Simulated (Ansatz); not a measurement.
The cell was built from the rocksalt type and relaxed in the same program, and has space group Fm-3m; it needn't be a known or the stable phase.

LiBr: DFT, PBE, PAW with Ansatz's default frozen-core files, scalar-relativistic (Ansatz 0.2.0).

```yaml
crystal:
  lattice:
    - [0.0, 2.7547921786, 2.7547921786]
    - [2.7547921786, 0.0, 2.7547921786]
    - [2.7547921786, 2.7547921786, 0.0]
  atoms:
    - { symbol: Li, position: [0.0, 0.0, 0.0] }
    - { symbol: Br, position: [0.5, 0.5, 0.5] }
kpoints:
  mp_grid: { grid: [12, 12, 12] }
  band_path:
    path:
      - [0.0, 0.0, 0.0]
      - [0.5, 0.0, 0.5]
      - [0.625, 0.25, 0.625]
      - [0.375, 0.375, 0.75]
      - [0.0, 0.0, 0.0]
      - [0.5, 0.5, 0.5]
      - [0.5, 0.25, 0.75]
      - [0.5, 0.0, 0.5]
    npoints: 8
scf:
  occupations: { method: fermi_dirac, width: 0.08 }
hamiltonian:
  xc: pbe
  pseudopotentials: { kind: paw }
output:
  forces: true
  stress: true
  eigenvalues: true
  efg: { contact_densities: true }
  populations: true
  bader: true
  dos: { projected: true, de: 0.2, e_range: [-14, 8] }
```

Output:

```
Engine: ansatz 0.2.0
Pseudopotentials: kind: paw
Pseudopotential: Li, paw, valence charge 3, recommended cutoff 420 eV (normal)
Pseudopotential: Br, paw, valence charge 7, recommended cutoff 420 eV (normal)
Functional definition: PBE
  parameter kappa = 0.804
  parameter beta = 0.06672455060314922
  exchange = pbe_x(kappa = kappa, mu = beta*pi^2/3)
  correlation = pbe_c(beta = beta)
Crystal: 2 atoms, lattice volume = 41.812 Å³
Basis set: ecut = 420 eV, 869 PW (Γ), exchange–correlation on 54×54×54 points (8 copies of the dense FFT grid, shifted against one another)
Bands: 9, of which v1, the nominal top of the filled ones, is band 5 counted from 1 (4 counted from 0)
Symmetry: 48 space group operations
Space group: Fm-3m (ITA 225), of the structure as read, at distance tolerance 3.5e-5 Å
k-points: 72 of 1728
Non-local potential: Li, projectors of the file, l = 0: 3, l = 1: 2, l = 2: 1
Non-local potential: Br, projectors of the file, l = 0: 2, l = 1: 2, l = 2: 2
PAW form: soft (Blöchl's): semilocal exchange-correlation on the pseudo side does not see the compensation charge
PAW one-centre angular grid: Li, 110 points (default); XC on 64 Gauss nodes
PAW one-centre angular grid: Br, 110 points (default); XC on 64 Gauss nodes
Initial density: superposition of atomic densities (neutral atoms: chi_scale 0, normalization atom), corrected by the library's trained network
Initial wavefunctions: pseudopotential atomic-orbital guess
Functional: x = pbe(κ = 0.804, μ = 0.2195149727645171), c = pbe(β = 0.06672455060314922)
SCF iter   1: F=—  HF=-2990.959404 eV  |F-HF|=—  |Δ(HF+E_count)|=         —  Δρ=3.86e-4  dr2=1.03e-4  ethr=1.77e-3  ⟨swp⟩=7.3  Hψ=4736  notcnv=0
preconditioner: auto → none  [insulator: Δε(μ)=4.910 eV  Ē_g=12.900 eV  σ=0.080 eV  W_gap=1.00  n_scr=8 (ndim 8)  ℏωp=16.2 eV  f_vac=0.000  D(μ)=0.00/eV (n_scr^D=0)  ε∞_Penn≈2.6]
SCF iter   2: F=—  HF=-2990.959441 eV  |F-HF|=—  |Δ(HF+E_count)|=   3.77e-5  Δρ=1.43e-4  dr2=1.18e-5  ethr=1.03e-6  ⟨swp⟩=3.1  Hψ=1694  notcnv=0
SCF iter   3: F=—  HF=-2990.959448 eV  |F-HF|=—  |Δ(HF+E_count)|=   6.33e-6  Δρ=4.79e-5  dr2=7.66e-7  ethr=1.18e-7  ⟨swp⟩=2.0  Hψ=942  notcnv=0
SCF iter   4: F=—  HF=-2990.959448 eV  |F-HF|=—  |Δ(HF+E_count)|=   2.46e-7  Δρ=3.40e-5  dr2=8.12e-7  ethr=7.66e-9  ⟨swp⟩=2.0  Hψ=936  notcnv=0
SCF iter   5: F=—  HF=-2990.959448 eV  |F-HF|=—  |Δ(HF+E_count)|=   1.72e-7  Δρ=1.86e-5  dr2=2.36e-7  ethr=7.66e-9  ⟨swp⟩=1.0  Hψ=651  notcnv=0
SCF iter   6: F=-2990.959448 eV  HF=-2990.959448 eV  |F-HF|=1.56e-8  |Δ(HF+E_count)|=   6.91e-8  Δρ=5.91e-6  dr2=2.30e-8  ethr=1.00e-9  ⟨swp⟩=5.7  Hψ=3157  notcnv=0
SCF 1 converged in 6 iterations: F = -2990.959448 eV  dr2 = 2.30e-8
  greatest PAW one-centre occupation: 1.000 electrons in one spin orbital (limit 2), on the Li atom at site 0 (counted from 0), in its partial waves of l = 0
NSCF: frozen V_eff on 57 k-points
SCF converged after 6 iterations
Free energy (F): -2990.959448 eV
Harris-Foulkes:  -2990.959448 eV  (|F-HF|=1.56e-8)
Internal energy: -2990.959448 eV  (E = F + TS)
E sigma→0 (E₀):  -2990.959448 eV
Fermi energy:    4.637432 eV
--- Per-component energies (eV) ---
  E_band       = -102.490042
  E_kinetic    = 155.563995
  E_local      = -313.004644  (includes V_loc(G=0)·N_el)
  E_nonlocal   = 37.098883
  E_hartree    = 80.234293
  E_xc         = -275.915481
  E_vxc        = -118.276941  (∫ρ·V_xc dr)
  E_paw        = -2267.624780  (= ΣΔE_a)
  E_vpaw       = -24.341582  (= ΣTr[D̂ρ^β])
  E_aug_tail   = 0.000023  (compensation charges beyond the density's cutoff)
  E_ewald      = -407.311737
  E_smearing   = -0.000000  (= −TS)
  E_closure    = -0.000000  (closes the sum)
  Σ components = -2990.959448   (vs F -2990.959448, Δ=0.00e0)
--- Forces (eV/Å), atoms counted from 1 ---
  atom   1  Li    -0.00000000    -0.00000000     0.00000000
  atom   2  Br     0.00000000    -0.00000000    -0.00000000
  max |Σ_I F_I| component: 9.47e-30 eV/Å
--- Stress (GPa, compression-positive) ---
        0.019191       0.000000      -0.000000
       -0.000000       0.019191       0.000000
       -0.000000       0.000000       0.019191
  P = ⅓ Tr σ = 0.0192 GPa (0.192 kbar)
--- PAW observables at the nuclei: V_zz in 10²¹ V/m², potentials from the cell's mean, atoms counted from 1 ---
  atom   1  Li V_zz =    -0.000000   η = 0.0000   by run symmetry: forbidden
            electrostatic potential = -165.733928 V   contact ρ = 94.266632 e/Å³
  atom   2  Br V_zz =    +0.000000   η = 0.0000   by run symmetry: forbidden
            electrostatic potential = -4905.331363 V   contact ρ = 293236.436673 e/Å³
--- Band table (eV; the first three rows and the last of 72) ---
  k-point 0: bands = ["-42.3934", "-11.4161", "2.0007", "2.0007", "2.0007", "6.9189", "12.5103", "12.5103", "12.5103"]
  k-point 1: bands = ["-42.3933", "-11.3876", "1.7198", "1.9814", "1.9814", "7.1851", "12.0635", "12.5085", "12.5085"]
  k-point 2: bands = ["-42.3931", "-11.3082", "1.0689", "1.9301", "1.9301", "7.6996", "11.5689", "11.9604", "11.9604"]
  k-point 71: bands = ["-42.3921", "-10.7677", "-0.1202", "-0.1202", "0.8704", "9.9960", "10.5625", "11.4410", "11.4410"]
--- Löwdin populations: 2 sites ---
  site symbol       q [e]
     0     Li      2.3777
     1     Br      7.5576
  spilling = 0.006470 (of n_electrons = 10.000000)
--- Bader charges: 2 sites ---
  site symbol  charge [e]  shift [e]
     0     Li      0.8988     0.0005
     1     Br     -0.8988     0.0005
  estimated error of the sums over rays = 3.1e-5 e
```

populations.tsv:

```
# site	symbol	l	j	q
# orbitals = lowdin
# n_electrons = 10.000000
# spilling = 0.006470
0	Li	0_1S	-	1.987964
0	Li	0_2S	-	0.389692
1	Br	0_4S	-	1.851641
1	Br	1_4P	-	5.705999
```

bader_charges.tsv:

```
# site	symbol	x_ang	y_ang	z_ang	partial_charge_e	electrons	volume_ang3	relative_density_drop	shared_charge_e	partial_wave_shift_e
# quadrature_error_electrons = 3.1e-5
0	Li	0.0000	0.0000	0.0000	0.89878	2.10122	4.10	-	0.89878	0.00047
1	Br	2.7548	2.7548	2.7548	-0.89878	35.89878	37.71	-	-0.89878	0.00047
```
